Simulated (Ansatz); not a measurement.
**GaP: ab initio molecular dynamics**

The calculation used Ansatz 0.2.0, DFT PBE, scalar-relativistic, plane waves, PAW. Cutoff 420 eV, shifted (0.5, 0.5, 0.5 steps) 2×2×2 k-points, Fermi–Dirac smearing of 0.1 eV. The mesh is coarse. No spin polarisation.

16 atoms, starting at 1.04 times the perfect crystal's volume (space group F-43m, the cell as given, not relaxed at this level); Nosé–Hoover thermostat at 1200 K, fixed cell; 27 steps of 1.5 fs. The run is short and not equilibrated.

First frame:

```
Ga P
1.0
    -5.52223   -5.52223    0.00000
    -5.52223    0.00000   -5.52223
     0.00000   -5.52223   -5.52223
Ga P
8 8
Direct
  0.50000 0.50000 0.50000
  0.00000 0.50000 0.50000
  0.50000 0.00000 0.50000
  0.00000 0.00000 0.50000
  0.50000 0.50000 0.00000
  0.00000 0.50000 0.00000
  0.50000 0.00000 0.00000
  0.00000 0.00000 0.00000
  0.12500 0.12500 0.12500
  0.62500 0.12500 0.12500
  0.12500 0.62500 0.12500
  0.62500 0.62500 0.12500
  0.12500 0.12500 0.62500
  0.62500 0.12500 0.62500
  0.12500 0.62500 0.62500
  0.62500 0.62500 0.62500
```

| Item | Value |
| --- | --- |
| Mean temperature over the second half | 443 K |
| Mean pressure over the second half (kinetic part included) | 0.7 GPa |
| Mean potential energy above the perfect crystal (as given, at volume ratio 1; besides heat the difference comes from the volume, 4 % larger, and the crystal's own pressure of 2.5 GPa; its own run had another smearing, without effect beside its gap) | 89 meV/atom |
| Drift of the conserved energy over the run | 0.097 meV/atom |
| Mean-square drift of Ga from first to last step (mean shift of all atoms removed) | 0.04 Å² |
| Mean-square drift of P from first to last step (mean shift of all atoms removed) | 0.02 Å² |

Pair distribution functions g(r), second half of the run, up to half the cell's height:

```tsv
r (Å)	Ga-P
2.05	0.0
2.15	0.8
2.25	3.8
2.35	8.9
2.45	6.8
2.55	1.9
2.65	1.2
2.75	0.0
2.85	0.0
2.95	0.0
3.05	0.0
```

Along the run (potential energy from its first value; pressure with the kinetic part):

```csv
t (fs),T (K),ΔE_pot (meV/atom),P (GPa)
0.0,1200,0.0,0.1
1.5,1193,0.9,0.1
3.0,1172,3.5,0.2
4.5,1137,7.6,0.2
6.0,1091,13.2,0.2
7.5,1035,20.1,0.3
9.0,970,27.9,0.4
10.5,899,36.6,0.4
12.0,825,45.6,0.5
13.5,749,54.9,0.6
15.0,675,64.0,0.7
16.5,604,72.6,0.7
18.0,540,80.6,0.8
19.5,483,87.5,0.8
21.0,435,93.4,0.9
22.5,398,97.9,0.9
24.0,373,101.2,0.9
25.5,358,103.0,0.9
27.0,355,103.6,0.9
28.5,361,102.9,0.8
30.0,377,101.1,0.8
31.5,401,98.4,0.7
33.0,430,95.0,0.6
34.5,465,91.1,0.5
36.0,503,86.7,0.5
37.5,543,82.2,0.4
39.0,583,77.7,0.3
40.5,622,73.3,0.2
```

Cost: 1 run of about 5 core-minutes (earlier runs that led there not counted), on Arm Neoverse V1 (shared hosts).